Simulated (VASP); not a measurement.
Crystal: GaN.

```
Ga N
1.0
     0.00000    2.25000    2.25000
     2.25000    0.00000    2.25000
     2.25000    2.25000    0.00000
Ga N
1 1
Direct
  0.00000 0.00000 0.00000
  0.25000 0.25000 0.25000
```

The cell was built by a generator and needn't be a form met in nature.

Base run:

```yaml
Program: VASP 6.6.1
Functional: PBE
Potentials_or_basis: VASP PAW PBE potentials, release 64 (Ga_d, N)
Cutoff: 520 eV
k_mesh: 8 × 8 × 8
Occupations: fermi-dirac, width 0.05 eV
Spin: no spin polarisation
```

Its results: band gap on the k mesh 1.75 eV, direct; pressure 6.0 GPa.

**Question.** After a change of settings the same cell gave: band gap on the k mesh 1.78 eV, direct; pressure -4.7 GPa. Which change was it?
A. functional from PBE to r2SCAN
B. functional from PBE to SCAN
C. functional from PBE to PBEsol
D. functional from PBE to LDA; potentials or basis from VASP PAW PBE potentials, release 64 (Ga_d, N) to VASP PAW LDA potentials, release 64 (Ga_d, N)

**Answer.** D.
